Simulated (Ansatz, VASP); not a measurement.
## One calculation of InP, two programs

INCAR

```
  PREC = Accurate
  ENCUT = 520
  EDIFF = 1E-6
  ISMEAR = -1
  SIGMA = 0.15
  LREAL = F
  LASPH = T
  NELM = 100
  ALGO = Normal
  ISIF = 2
  LWAVE = F
  LCHARG = F
  NBANDS = 16
```

File KPOINTS:

```
regular mesh
0
Gamma
  14 14 14
```

Contents of POSCAR:

```
InP
1.0
    0.0000000000      2.7609000000      2.7609000000
    2.7609000000      0.0000000000      2.7609000000
    2.7609000000      2.7609000000      0.0000000000
In P
1 1
Direct
    0.0000000000      0.0000000000      0.0000000000
    0.5000000000      0.5000000000      0.5000000000
```

Input for Ansatz:

```yaml
crystal:
  lattice:
    - [0.0, 2.7609, 2.7609]
    - [2.7609, 0.0, 2.7609]
    - [2.7609, 2.7609, 0.0]
  atoms:
    - { symbol: In, position: [0.0, 0.0, 0.0] }
    - { symbol: P, position: [0.5, 0.5, 0.5] }
basis:
  ecutwfc: 420
kpoints:
  mp_grid: { grid: [14, 14, 14] }
hamiltonian:
  xc: lda
scf:
  occupations: { method: fermi_dirac, width: 0.15 }
output:
  forces: true
  stress: true
  eigenvalues: true
```

Alike in both runs: task single point; functional LDA; k mesh 14 × 14 × 14; occupations fermi-dirac, width 0.15 eV; no spin polarisation.

|  | VASP | Ansatz |
| --- | --- | --- |
| version | VASP 6.6.1 | Ansatz 0.2.0 |
| potentials or method | VASP PAW LDA potentials, release 64 (In_d, P) | scalar-relativistic, plane waves, PAW |
| plane-wave cutoff (eV) | 520 | 420 |
| valence electrons in the cell | 18 | 18 |

|  | VASP | Ansatz | Ansatz less VASP |
| --- | --- | --- | --- |
| gap on the k mesh at the Fermi level (eV) | none | none | - |
| pressure (GPa) | -4.3 | -4.4 | -0.10 |

A gap of «none» marks a metal or a gap that the smearing closes.
